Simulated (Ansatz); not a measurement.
CoO:

```
CELL_PARAMETERS angstrom
1.50547 0.86918 2.43993
-1.50547 0.86918 2.43993
0.00000 -1.73837 2.43993
ATOMIC_POSITIONS crystal
Co 0.00000 0.00000 0.00000
O 0.50000 0.50000 0.50000
```

The cell is a database's computed one.

Base run:

```yaml
Program: Ansatz 0.2.0
Functional: PBEsol
Potentials_or_basis: Ansatz PAW
Cutoff: "420 eV (not typed: the program's choice for these potentials)"
k_mesh: 11 × 11 × 11
Occupations: fermi-dirac, width 0.05 eV
Spin: collinear spin, ferromagnetic start
Starting_moments: "[2.0, 0.0] μB"
```

Its results: band gap on the k mesh none (metal or under the smearing width); pressure -9.1 GPa; net moment 2.94 μB per cell; site moments Co +2.49; O +0.34 μB.

**Question.** The run is repeated on the same cell with these changes: hubbard terms from none to Co d U = 5 eV; hubbard projectors from none to ortho-atomic (the default). What comes out?

**Answer.** Band gap on the k mesh 1.55 eV, indirect (least direct gap 2.82 eV); pressure 3.6 GPa; net moment 3.00 μB per cell; site moments Co +2.62; O +0.20 μB.

The U term pushes filled and empty states of the shell apart.

Caveats: a cell with one magnetic atom can't hold antiferromagnetic order, which such compounds often take; the PAW data sets come from PBE, with cores solved anew for the run's functional, which leaves a small shift of forces and pressure; semilocal functionals often make such compounds metallic where correlation or magnetic order opens a gap, which also shifts bond lengths (some runs); the magnetic or orbital state may not be the lowest (some runs).

A k mesh can miss the band edges.
